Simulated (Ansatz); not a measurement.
BaF₂ under pressure

Method: DFT PBEsol, scalar-relativistic, plane waves, PAW (Ansatz 0.2.0). Cutoff 420 eV, 6×6×6 k-points (Γ-centred), fixed occupations. No spin polarisation. Phonons by linear response, acoustic sum rule imposed.

Relaxed structure:
```xyz
3
Lattice="0.0000 3.0687 3.0687 3.0687 0.0000 3.0687 3.0687 3.0687 0.0000" Properties=species:S:1:pos:R:3 pbc="T T T"
Ba    0.0000    0.0000    0.0000
F     1.5344    1.5344    1.5344
F     4.6031    4.6031    4.6031
```

Optical modes at Γ (cm⁻¹) at zero pressure: 180, 241.

Under hydrostatic pressure the same modes lie at 188, 248 cm⁻¹. What is the pressure, and how much has the cell shrunk?

Answers

1 GPa; the volume is 1.5 % smaller.

Cost: 2 runs of about 0.99 core-minutes in all, on Arm Neoverse V1, Arm Neoverse N1 (shared hosts).